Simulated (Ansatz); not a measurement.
# ZnS (Wurtzite-2H) (P6_3mc) in Ansatz: notebook

One crystal, ZnS (Wurtzite-2H), is run at these levels: PBE; tasks: single point.

Program: Ansatz 0.2.0. These are calculated values, not measurements. Logs are shortened: lines on timing, memory, paths and dates and some standing lists are left out, and cuts for length are marked.

### Step 1. Starting point

Symmetry: P6_3mc, No. 186, hexagonal system. The conventional cell has a = 3.811 Å, b = 3.811 Å, c = 6.234 Å, α = 90.00°, β = 90.00°, γ = 120.00°. Zn (site symmetry 3m) is surrounded by 4 S at 2.31 to 2.40 Å. S (site symmetry 3m) is surrounded by 4 Zn at 2.31 to 2.40 Å.

### Step 2. Single point, PBE, 18.43 Å³/atom (volume scaled by 0.94)

File input.yaml:

```yaml
crystal:
  lattice:
    - [3.7332026603, 0.0, 0.0]
    - [-1.8666013302, 3.2330483413, 0.0]
    - [0.0, 0.0, 6.1067398017]
  atoms:
    - { symbol: Zn, position: [0.6666666667, 0.3333333333, 0.5] }
    - { symbol: Zn, position: [0.3333333333, 0.6666666667, 0.0] }
    - { symbol: S, position: [0.6666666667, 0.3333333333, 0.885] }
    - { symbol: S, position: [0.3333333333, 0.6666666667, 0.385] }
kpoints:
  mp_grid: { grid: [8, 8, 5] }
scf:
  occupations: { method: fermi_dirac, width: 0.05 }
hamiltonian:
  xc: pbe
  pseudopotentials: { kind: all_electron, lapw: { basis_error: 0.001 } }
output:
  forces: true
  stress: true
  eigenvalues: true
```

Potentials or basis: all-electron LAPW, scalar-relativistic.

The run is started by

```sh
$ ansatz run input.yaml --threads 2 --pin off --max-ram 6144MiB --backend cpu --events-out ev --progress --plain --runs-dir out
```

The program printed:

```text
Warning: RAYON_NUM_THREADS=2 ignored (pool sized by the plan → 2); use --threads N
LAPW: plane waves up to 8.931 Å⁻¹, error target 1.0e-3 eV per atom; small_component_spin mean_spin; S in spheres of 1.008 Å, 14 of its electrons in bands, Dirac shells []; Zn in spheres of 1.259 Å, 20 of its electrons in bands, Dirac shells [] (how accurate: hamiltonian.pseudopotentials.lapw.basis_error, Limitations)
Engine: ansatz 0.2.0, aarch64-unknown-linux-gnu
Pseudopotentials: kind: all_electron
Pseudopotential: Zn, LAPW, valence charge 20, lapw/all_electron/scalar/gaussian/Zn, Koelling and Harmon's equation, gaussian nucleus
Pseudopotential: S, LAPW, valence charge 14, lapw/all_electron/scalar/gaussian/S, Koelling and Harmon's equation, gaussian nucleus
Functional definition: PBE
  parameter kappa = 0.804
  parameter beta = 0.06672455060314922
  exchange = pbe_x(kappa = kappa, mu = beta*pi^2/3)
  correlation = pbe_c(beta = beta)
Crystal: 4 atoms, lattice volume = 73.706 Å³
Basis set: ecut = 303.8859766789255 eV, 893 PW (Γ), exchange–correlation at level 2
Bands: 41, of which v1, the nominal top of the filled ones, is band 34 counted from 1 (33 counted from 0)
Symmetry: 12 space group operations
Space group: P63mc (ITA 186), of the structure as read, at distance tolerance 4.2e-5 Å
k-points: 30 of 320 (time reversal used)
Non-local potential: Zn, projectors of the file, none
Non-local potential: S, projectors of the file, none
Initial density: superposition of atomic densities (chi_scale 0.1, normalization cell, long waves kept (reshape's long-wave potential 0.00 eV rms))
Initial wavefunctions: plane waves of lowest kinetic energy (no species holds an atomic orbital)
Functional: x = pbe(κ = 0.804, μ = 0.2195149727645171), c = pbe(β = 0.06672455060314922)
iter 1 solved again at ethr=3.05e-3 eV; its pass at ethr=1.00e-1 eV (dr2=2.08e0 eV) is discarded
SCF iter   1: F=—  HF=-119475.357002 eV  |F-HF|=—  |Δ(HF+E_count)|=         —  Δρ=4.27e-2  dr2=2.08e0  ethr=3.05e-3  ⟨swp⟩=2.0  Hψ=8349  notcnv=0
preconditioner: auto → Resta (q_TF=auto, 2.692 Å⁻¹)  ε∞=6.0  [insulator: Δε(μ)=2.704 eV  Ē_g=11.561 eV  σ=0.050 eV  W_gap=1.00  n_scr=22 (ndim 8)  ℏωp=26.0 eV  f_vac=0.085  D(μ)=0.00/eV (n_scr^D=0)  ε∞_Penn≈6.0]
SCF iter   2: F=—  HF=-119474.672945 eV  |F-HF|=—  |Δ(HF+E_count)|=   6.84e-1  Δρ=1.97e-2  dr2=4.01e-1  ethr=3.05e-3  ⟨swp⟩=2.8  Hψ=3614  notcnv=0
SCF iter   3: F=—  HF=-119474.547804 eV  |F-HF|=—  |Δ(HF+E_count)|=   1.25e-1  Δρ=1.38e-2  dr2=2.02e-1  ethr=5.90e-4  ⟨swp⟩=2.0  Hψ=3570  notcnv=0
SCF iter   4: F=—  HF=-119474.469834 eV  |F-HF|=—  |Δ(HF+E_count)|=   7.80e-2  Δρ=5.73e-3  dr2=2.95e-2  ethr=2.97e-4  ⟨swp⟩=2.0  Hψ=3570  notcnv=0
iter 5 solved again at ethr=1.97e-6 eV; its pass at ethr=4.34e-5 eV (dr2=1.34e-3 eV) is discarded
SCF iter   5: F=—  HF=-119474.476353 eV  |F-HF|=—  |Δ(HF+E_count)|=         —  Δρ=1.17e-3  dr2=1.34e-3  ethr=1.97e-6  ⟨swp⟩=2.0  Hψ=6090  notcnv=0
the basis was enlarged: its passes take 398.4 KiB over the memory plan, 2 of 2 planned eigensolver slots
SCF iter   6: F=—  HF=-119474.477931 eV  |F-HF|=—  |Δ(HF+E_count)|=   1.58e-3  Δρ=4.24e-4  dr2=2.04e-4  ethr=1.97e-6  ⟨swp⟩=3.0  Hψ=3527  notcnv=0
SCF iter   7: F=—  HF=-119474.478349 eV  |F-HF|=—  |Δ(HF+E_count)|=   4.18e-4  Δρ=9.50e-5  dr2=1.03e-5  ethr=3.00e-7  ⟨swp⟩=3.0  Hψ=3723  notcnv=0
SCF iter   8: F=—  HF=-119474.478373 eV  |F-HF|=—  |Δ(HF+E_count)|=   2.43e-5  Δρ=2.69e-5  dr2=7.09e-7  ethr=1.52e-8  ⟨swp⟩=3.0  Hψ=3727  notcnv=0
SCF iter   9: F=-119474.478374 eV  HF=-119474.478374 eV  |F-HF|=4.64e-8  |Δ(HF+E_count)|=   6.83e-7  Δρ=5.82e-6  dr2=3.29e-8  ethr=1.04e-9  ⟨swp⟩=3.0  Hψ=3709  notcnv=0
SCF 1 converged in 9 iterations: F = -119474.478374 eV  dr2 = 3.29e-8
SCF converged after 9 iterations
Free energy (F): -119474.478374 eV
Harris-Foulkes:  -119474.478374 eV  (|F-HF|=4.64e-8)
Internal energy: -119474.478374 eV  (E = F + TS)
E sigma→0 (E₀):  -119474.478374 eV
Fermi energy:    9.634309 eV
--- Per-component energies (eV) ---
  E_band       = -3704.591888
  E_kinetic    = 121377.778035
  E_xc         = -5299.817459
  E_electrostatic = -235552.438950  (all electrons and nuclei)
  E_smearing   = -0.000000  (= −TS)
  E_closure    = 0.000000  (closes the sum)
  E_atoms      = -119460.994694  (free atoms, spherical and without spin; not in F)
  Σ components = -119474.478374   (vs F -119474.478374, Δ=0.00e0)
  Basis errors (estimates in eV, not in F): energy 4.5e-4 per atom: plane waves 4.1e-4 (2.4e-4 summed), levels above the bands 1.5e-57, relativity 1.6e-8, radial functions 4.0e-5, core shells 1.3e-10; eigenvalues (radial functions only) 1.3e-6; not estimated: angular momenta, meshes, grids; target (lapw.basis_error) 1.0e-3; muffin-tin radii S 1.008 Å, Zn 1.259 Å
--- Forces (eV/Å), atoms counted from 1 ---
  atom   1  Zn    -0.00000000     0.00000000     0.39957195
  atom   2  Zn    -0.00000000    -0.00000000     0.39957195
  atom   3  S      0.00000000     0.00000000    -0.39958111
  atom   4  S      0.00000000    -0.00000000    -0.39958111
  max |Σ_I F_I| component: 1.83e-5 eV/Å
--- Stress (GPa, compression-positive) ---
        8.947442       0.000000      -0.000000
        0.000000       8.947442      -0.000000
       -0.000000      -0.000000       5.900550
  P = ⅓ Tr σ = 7.9318 GPa (79.318 kbar)
--- Band table (eV; the first three rows and the last of 30) ---
  k-point 0: bands = ["-196.4359", "-196.4359", "-141.2062", "-141.2062", "-141.2062", "-141.2062", "-141.2002", "-141.2002", "-116.7128", "-116.7128", "-70.8828", "-70.8825", "-70.8806", "-70.8806", "-70.8806", "-70.8806", "-5.3159", "-4.2743", "1.6998", "1.6998", "1.7710", "1.7710", "1.7834", "2.2530", "2.2530", "2.3481", "2.3481", "2.4746", "2.7939", "7.3930", "7.3930", "8.3216", "8.3280", "8.3280", "10.8709", "11.4373", "14.5547", "14.5547", "14.8731", "15.9368", "15.9368"]
  k-point 1: bands = ["-196.4359", "-196.4359", "-141.2062", "-141.2062", "-141.2062", "-141.2062", "-141.2002", "-141.2002", "-116.7128", "-116.7128", "-70.8827", "-70.8825", "-70.8806", "-70.8806", "-70.8806", "-70.8806", "-5.2314", "-4.3928", "1.7038", "1.7038", "1.7613", "1.7613", "1.7742", "2.0765", "2.2644", "2.2644", "2.3414", "2.3414", "3.5455", "7.4753", "7.4753", "7.5322", "8.2307", "8.2307", "11.5269", "11.5497", "14.6078", "14.6078", "14.6186", "15.6949", "15.6949"]
  k-point 2: bands = ["-196.4359", "-196.4359", "-141.2062", "-141.2062", "-141.2062", "-141.2062", "-141.2002", "-141.2002", "-116.7128", "-116.7128", "-70.8827", "-70.8826", "-70.8806", "-70.8806", "-70.8806", "-70.8806", "-4.9978", "-4.6799", "1.7170", "1.7170", "1.7390", "1.7390", "1.7697", "1.8371", "2.2919", "2.2919", "2.3213", "2.3213", "4.7440", "6.1398", "7.6970", "7.6970", "7.9850", "7.9850", "11.8546", "12.0922", "14.7822", "14.8177", "14.8177", "15.2177", "15.2177"]
  k-point 29: bands = ["-196.4359", "-196.4359", "-141.2062", "-141.2062", "-141.2062", "-141.2062", "-141.2002", "-141.2002", "-116.7128", "-116.7128", "-70.8826", "-70.8826", "-70.8808", "-70.8808", "-70.8807", "-70.8807", "-4.0102", "-3.9605", "1.8299", "1.8836", "1.9071", "1.9820", "2.1018", "2.1075", "2.2644", "2.2661", "2.6044", "2.6637", "3.2309", "3.3804", "4.8652", "5.3854", "6.6957", "6.9488", "12.8063", "13.1605", "14.3270", "14.8469", "15.5754", "16.0856", "17.8877"]
```

Wall time 25 s (2 threads of Arm Neoverse V1, shared host); peak memory 0.42 GiB.

What came out:

| Quantity | Value |
| --- | --- |
| Free energy | -119474.4784 eV |
| Pressure | 7.9 GPa |
| Largest force | 0.400 eV/Å |
| Band gap on the k mesh | 2.54 eV, direct |

### Step 3. Single point, PBE, 18.82 Å³/atom (volume scaled by 0.96)

input.yaml: that of step 2 with these lines changed.

```diff
@@ -2,5 +2,5 @@
   lattice:
-    - [3.7332026603, 0.0, 0.0]
-    - [-1.8666013302, 3.2330483413, 0.0]
-    - [0.0, 0.0, 6.1067398017]
+    - [3.7594936861, 0.0, 0.0]
+    - [-1.8797468431, 3.2558170375, 0.0]
+    - [0.0, 0.0, 6.1497464286]
   atoms:
```

Potentials or basis: all-electron LAPW, scalar-relativistic.

The run is started by

```sh
$ ansatz run input.yaml --threads 2 --pin off --max-ram 6144MiB --backend cpu --events-out ev --progress --plain --runs-dir out
```

It took 25 s on 2 threads of Arm Neoverse V1, shared host; peak memory 0.42 GiB.

It converged, with:

| Quantity | Value |
| --- | --- |
| Free energy | -119474.5457 eV |
| Pressure | 5.9 GPa |
| Largest force | 0.371 eV/Å |
| Band gap on the k mesh | 2.45 eV, direct |

### Step 4. Single point, PBE, 19.21 Å³/atom (volume scaled by 0.98)

input.yaml: that of step 3 with these lines changed.

```diff
@@ -2,5 +2,5 @@
   lattice:
-    - [3.7594936861, 0.0, 0.0]
-    - [-1.8797468431, 3.2558170375, 0.0]
-    - [0.0, 0.0, 6.1497464286]
+    - [3.7854220481, 0.0, 0.0]
+    - [-1.8927110241, 3.2782716577, 0.0]
+    - [0.0, 0.0, 6.1921598132]
   atoms:
```

The run is started by

```sh
$ ansatz run input.yaml --threads 2 --pin off --max-ram 6144MiB --backend cpu --events-out ev --progress --plain --runs-dir out
```

Run time: 25 s. Hardware: 2 threads of Arm Neoverse V1, shared host; peak memory 0.42 GiB.

The run converged. Its results:

| Quantity | Value |
| --- | --- |
| Free energy | -119474.5938 eV |
| Pressure | 4.0 GPa |
| Largest force | 0.344 eV/Å |
| Band gap on the k mesh | 2.35 eV, direct |

### Step 5. Single point, PBE, 19.60 Å³/atom

input.yaml: that of step 4 with these lines changed.

```diff
@@ -2,5 +2,5 @@
   lattice:
-    - [3.7854220481, 0.0, 0.0]
-    - [-1.8927110241, 3.2782716577, 0.0]
-    - [0.0, 0.0, 6.1921598132]
+    - [3.811, 0.0, 0.0]
+    - [-1.9055, 3.3004228138, 0.0]
+    - [0.0, 0.0, 6.234]
   atoms:
```

The run is started by

```sh
$ ansatz run input.yaml --threads 2 --pin off --max-ram 6144MiB --backend cpu --events-out ev --progress --plain --runs-dir out
```

Wall time 25 s (2 threads of Arm Neoverse V1, shared host); peak memory 0.42 GiB.

It converged, with:

* Free energy: -119474.6248 eV
* Pressure: 2.3 GPa
* Largest force: 0.319 eV/Å
* Band gap on the k mesh: 2.25 eV, direct

### Step 6. Single point, PBE, 19.99 Å³/atom (volume scaled by 1.02)

input.yaml: that of step 5 with these lines changed.

```diff
@@ -2,5 +2,5 @@
   lattice:
-    - [3.811, 0.0, 0.0]
-    - [-1.9055, 3.3004228138, 0.0]
-    - [0.0, 0.0, 6.234]
+    - [3.8362391461, 0.0, 0.0]
+    - [-1.9181195731, 3.3222805555, 0.0]
+    - [0.0, 0.0, 6.2752859714]
   atoms:
```

Potentials or basis: all-electron LAPW, scalar-relativistic.

The run is started by

```sh
$ ansatz run input.yaml --threads 2 --pin off --max-ram 6144MiB --backend cpu --events-out ev --progress --plain --runs-dir out
```

It took 25 s on 2 threads of Arm Neoverse V1, shared host; peak memory 0.42 GiB.

It converged, with:

```yaml
Free_energy: -119474.6402 eV
Pressure: 0.8 GPa
Largest_force: 0.296 eV/Å
Band_gap_on_the_k_mesh: 2.16 eV, direct
```

### Step 7. Single point, PBE, 20.39 Å³/atom (volume scaled by 1.04)

input.yaml: that of step 6 with these lines changed.

```diff
@@ -2,5 +2,5 @@
   lattice:
-    - [3.8362391461, 0.0, 0.0]
-    - [-1.9181195731, 3.3222805555, 0.0]
-    - [0.0, 0.0, 6.2752859714]
+    - [3.861150488, 0.0, 0.0]
+    - [-1.930575244, 3.3438544104, 0.0]
+    - [0.0, 0.0, 6.3160357234]
   atoms:
```

The run is started by

```sh
$ ansatz run input.yaml --threads 2 --pin off --max-ram 6144MiB --backend cpu --events-out ev --progress --plain --runs-dir out
```

Wall time 25 s (2 threads of Arm Neoverse V1, shared host); peak memory 0.42 GiB.

It converged, with:

| Quantity | Value |
| --- | --- |
| Free energy | -119474.6417 eV |
| Pressure | -0.5 GPa |
| Largest force | 0.274 eV/Å |
| Band gap on the k mesh | 2.07 eV, direct |

### Step 8. Single point, PBE, 20.78 Å³/atom (volume scaled by 1.06)

input.yaml: that of step 7 with these lines changed.

```diff
@@ -2,5 +2,5 @@
   lattice:
-    - [3.861150488, 0.0, 0.0]
-    - [-1.930575244, 3.3438544104, 0.0]
-    - [0.0, 0.0, 6.3160357234]
+    - [3.8857444663, 0.0, 0.0]
+    - [-1.9428722331, 3.3651534204, 0.0]
+    - [0.0, 0.0, 6.356266335]
   atoms:
```

The run is started by

```sh
$ ansatz run input.yaml --threads 2 --pin off --max-ram 6144MiB --backend cpu --events-out ev --progress --plain --runs-dir out
```

Run time: 24 s. Hardware: 2 threads of Arm Neoverse V1, shared host; peak memory 0.41 GiB.

Results (log left out):

```yaml
Free_energy: -119474.6306 eV
Pressure: -1.7 GPa
Largest_force: 0.254 eV/Å
Band_gap_on_the_k_mesh: 1.98 eV, direct
```
